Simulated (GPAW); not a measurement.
Crystal: Zr.

```xyz
2
Lattice="3.2320 0.0000 0.0000 -1.6160 2.7990 0.0000 0.0000 0.0000 5.1470" Properties=species:S:1:pos:R:3 pbc="T T T"
Zr    1.6160    0.9330    3.8603
Zr    0.0000    1.8660    1.2868
```

```yaml
Program: GPAW 26.7.0
Task: relaxation of cell and atoms
Functional: BLYP
Potentials_or_basis: PAW data sets generated in the run's folder for this functional
Cutoff: 600 eV
Basis: pw
k_mesh: 9 × 9 × 5
Occupations: fermi-dirac, width 0.05 eV
Spin: no spin polarisation
```

At the start: pressure 3.2 GPa; volume 23.28 Å³/atom.

Question: Where does the relaxation end?

Answer: Over 6 steps the energy falls by 8.8 meV/atom and the volume is 24.08 Å³/atom (+3.4 %); space group P6_3/mmc (No. 194, to 0.05 Å).

The path:
| step | energy change (eV) | largest force (eV/Å) | pressure (GPa) | volume (Å³) |
| --- | --- | --- | --- | --- |
| 1 | 0.0000 | 0.0000 | 3.15 | 46.56 |
| 2 | -0.0083 | 0.0000 | 2.18 | 47.02 |
| 3 | -0.0172 | 0.0000 | 0.03 | 48.12 |
| 4 | -0.0173 | 0.0000 | -0.02 | 48.14 |
| 5 | -0.0175 | 0.0000 | -0.10 | 48.18 |
| 6 | -0.0175 | 0.0000 | -0.08 | 48.16 |

Final structure:
```xyz
2
Lattice="3.2606 0.0000 0.0000 -1.6303 2.8238 0.0000 0.0000 0.0000 5.2312" Properties=species:S:1:pos:R:3 pbc="T T T"
Zr    1.6303    0.9413    3.9234
Zr    0.0000    1.8825    1.3078
```

Caveat: later steps reuse the first step's grids.
